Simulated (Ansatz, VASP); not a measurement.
# Two plane-wave programs on LiH

File POSCAR:

```
LiH
1.0
    2.0123384748      2.0123384748      0.0000000000
   -2.0123384748      2.0123384748      0.0000000000
    0.0000000000      2.0123384748      1.9997692842
Li H
1 1
Direct
    0.0000000000      0.0000000000      0.0000000000
    0.5000000000      0.5000000000      0.0000000000
```

Contents of INCAR.step1:

```
  PREC = Accurate
  ENCUT = 520
  ISMEAR = 0
  SIGMA = 0.01
  LREAL = False
  LASPH = True
  NELM = 100
  NBANDS = 9
  GGA = PE
  ALGO = Normal
  EDIFF = 1E-4
  LWAVE = True
  LCHARG = False
```

The input INCAR.step2:

```
  PREC = Accurate
  ENCUT = 520
  EDIFF = 1E-7
  ISMEAR = 0
  SIGMA = 0.01
  LREAL = False
  LASPH = True
  NELM = 100
  ALGO = Normal
  ISIF = 2
  LWAVE = False
  LCHARG = False
  METAGGA = R2SCAN
  LMIXTAU = True
  NBANDS = 9
  ISTART = 1
```

KPOINTS

```
Automatic mesh
0
Gamma
  10 10 10
```

Input for Ansatz:

```yaml
crystal:
  lattice:
    - [2.01233847483, 2.01233847483, 0.0]
    - [-2.01233847483, 2.01233847483, 0.0]
    - [0.0, 2.01233847483, 1.9997692842]
  atoms:
    - { symbol: Li, position: [0.0, 0.0, 0.0] }
    - { symbol: H, position: [0.5, 0.5, 0.0] }
kpoints:
  mp_grid: { grid: [10, 10, 10] }
scf:
  occupations: { method: fixed }
  convergence: { dr2_threshold: 1.0e-10 }
hamiltonian:
  xc: r2scan
  pseudopotentials: { kind: paw }
output:
  forces: true
  stress: true
  eigenstates:
    kpoints:
      - [0.0, 0.0, 0.0]
      - [-0.5, 0.5, 0.0]
      - [-0.5, -0.5, -0.5]
      - [0.0, 0.0, -0.5]
      - [0.0, -0.5, -0.5]
      - [0.0, 0.5, 0.0]
      - [-0.5, 0.0, 0.0]
      - [-0.5, 0.0, -0.5]
  eigenvalues: true
```

Change from the starting cell: film at in-plane strain +0.005.

Alike in both runs: task single point; functional r2SCAN; k mesh 10 × 10 × 10; no spin polarisation.

|  | VASP | Ansatz |
| --- | --- | --- |
| version | VASP 6.6.1 | Ansatz 0.2.0 |
| potentials or method | VASP PAW PBE potentials, release 64 (Li_sv, H) | PAW with Ansatz's default frozen-core files, scalar-relativistic |
| plane-wave cutoff (eV) | 520 | 500 |
| occupations | gaussian, width 0.01 eV | fixed |
| valence electrons in the cell | 4 | 4 |

Ansatz gave:

- gap on the k mesh at the Fermi level (eV): 3.57

Which values does VASP return?

gap on the k mesh at the Fermi level (eV): 3.53.

 A k mesh can miss the band edges.
